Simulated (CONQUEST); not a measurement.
The system is Ni.

```
CELL_PARAMETERS angstrom
2.45730 0.00000 0.00000
0.00000 2.45730 0.00000
0.00000 0.00000 3.47515
ATOMIC_POSITIONS crystal
Ni 0.00000 0.00000 0.00000
Ni 0.50000 0.50000 0.50000
```

- Program: CONQUEST 1.3
- Task: single point
- Functional: PBEsol
- Potentials or basis: PseudoDojo NC PBEsol, DZP, grid cutoff 150 Ha
- k mesh: 11 × 11 × 8
- Occupations: fermi-dirac, width 0.05 eV
- Spin: collinear spin, ferromagnetic start
- Starting moments: [1.0, 1.0] μB

On this cell: pressure -0.6 GPa; largest force zero by symmetry; net moment 1.24 μB per cell; site moments Ni +0.62 μB; band gap on the k mesh none (metal or under the smearing width).

The same run follows on a disturbed copy (atoms of the box moved at random, drawn with an rms of 0.05 Å):

```
Ni
1.0
     2.45730    0.00000    0.00000
     0.00000    2.45730    0.00000
     0.00000    0.00000    3.47515
Ni
2
Direct
  0.99559 0.99937 0.99317
  0.49360 0.48974 0.49323
```

**Question.** What changes?

**Answer.** The energy (extrapolated to zero smearing) moves by +0.8 meV/atom; pressure -0.8 GPa; largest force 0.139 eV/Å; net moment 1.24 μB per cell; site moments Ni +0.62 μB; band gap on the k mesh none (metal or under the smearing width).

Forces in eV/Å, atoms in the order of the input:
```
Ni  -0.030 -0.136  0.007
Ni   0.023  0.133  0.001
```

Caveats: the box holds several primitive cells, so bands are folded and the points are those of the box's own zone; the basis of atomic orbitals isn't converged, which shifts pressures, moduli and gaps.
